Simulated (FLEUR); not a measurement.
BaTiO3: equation of state with PBEsol

The system is BaTiO3.

```
Ba Ti O
1.0
     4.00600    0.00000    0.00000
     0.00000    4.00600    0.00000
     0.00000    0.00000    4.00600
Ba Ti O
1 1 3
Cartesian
  2.0030 2.0030 2.0030
  0.0000 0.0000 0.0000
  0.0000 0.0000 2.0030
  0.0000 2.0030 0.0000
  2.0030 0.0000 0.0000
```

- Program: FLEUR MaX-R8.1 (later development tree)
- Task: equation of state
- Functional: PBEsol
- Potentials or basis: all-electron
- Basis: FLAPW
- Kmax: 5.08 1/bohr
- k mesh: 7 × 7 × 7
- Occupations: fermi-dirac, width 0.05 eV
- Spin: no spin polarisation
- Gmax: 15.7 1/bohr
- Muffin-tin radii: Ba 2.66, Ti 1.93, O 1.47 bohr
- lmax: Ba 10, Ti 8, O 8
- lnonsphr: Ba 10, Ti 8, O 8
- Local orbitals a species: Ba 6, Ti 5, O 3

| Quantity | Value |
| --- | --- |
| Equilibrium volume | 12.51 Å³/atom |
| Bulk modulus | 182 GPa |
| Pressure derivative of the bulk modulus | 4.8 |

Energy against volume, from the lowest point:
```csv
volume (Å³/atom),energy (meV/atom)
12.086,8.36
12.343,0.92
12.601,0.00
12.858,4.90
13.115,14.81
13.372,29.29
13.629,47.83
```

Spin-orbit coupling is left out, which matters for the levels of Ba.
